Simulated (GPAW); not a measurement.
**CdS (Greenockite) in GPAW: the effect of functional**

CdS (Greenockite):

```
Cd S
1.0
     4.15000    0.00000    0.00000
    -2.07500    3.59401    0.00000
     0.00000    0.00000    6.73700
Cd S
2 2
Direct
  0.66667 0.33333 0.50000
  0.33333 0.66667 0.00000
  0.66667 0.33333 0.87500
  0.33333 0.66667 0.37500
```

Alike in all runs:

```yaml
Program: GPAW 26.7.0
Task: dielectric tensor
Cutoff: 450 eV
Basis: pw
k_mesh: 6 × 6 × 3
Occupations: fermi-dirac, width 0.001 eV
Spin: no spin polarisation
```

**Question.** One run gave: gap on the mesh 1.04 eV; dielectric constant 6.19 mean. Which functional did it use?
A. AM05
B. LDA
C. PBEsol
D. RPBE

**Answer.** C.

| functional | potentials or basis | gap on the mesh (eV) | dielectric constant (mean) |
| --- | --- | --- | --- |
| RPBE | the program's PAW data sets (release 1.2.1) made for this functional | 1.36 | 5.40 |
| LDA | the program's PAW data sets (release 1.2.1) made for this functional | 0.89 | 6.71 |
| AM05 | PAW data sets generated in the run's folder for this functional | 1.16 | 5.86 |
| PBEsol | PAW data sets generated in the run's folder for this functional | 1.04 | 6.19 |

Caveats: the long-wavelength limit can be off by several per cent where d states take part; an odd mesh through Γ misses points on the zone boundary, where band edges often lie.

Runs at the PBE level aren't shown here.
